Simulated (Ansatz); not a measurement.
**Group exchange: CH3LiS + C4H8 → LiSH + C5H10**

Species: CH3LiS `[Li][S]C`, singlet; C4H8 (1-butene) `C=CCC`, singlet; LiSH `[Li][SH]`, singlet; C5H10 (1-pentene) `C=CCCC`, singlet. The partners trade CH3 for H: S–CH3 and C–H bonds give way to S–H and C–CH3.

Shapes, held fixed at every level: PBE0-D4/def2-TZVP. Flexible molecules stand in one conformer, not always the lowest. Programs: Ansatz 0.2.0. Electronic energies: no zero-point or thermal term.

```
               level                    kind  ΔE (kJ/mol)  less CCSD(T)/def2-TZVPP
   PBE-D4/def2-TZVPP                     GGA        -35.0                     +7.2
r2SCAN-D4/def2-TZVPP                meta-GGA        -39.0                     +3.2
  PBE0-D4/def2-TZVPP           global hybrid        -38.0                     +4.2
  wB97M-V/def2-TZVPP  range-separated hybrid        -39.8                     +2.4
  wB97X-V/def2-TZVPP  range-separated hybrid        -39.5                     +2.7
      MP2/def2-TZVPP     perturbation theory        -41.7                     +0.5
  CCSD(T)/def2-TZVPP   coupled cluster or CI        -42.2                      0.0
```

The highest level, CCSD(T)/def2-TZVPP, gives ΔE = -42.2 kJ/mol; the levels span -42.2 to -35.0. The column of differences is taken from that level and isn't an error. No measured value is set beside it here. Outer-core shells of Li are correlated, in sets that cover them unevenly.
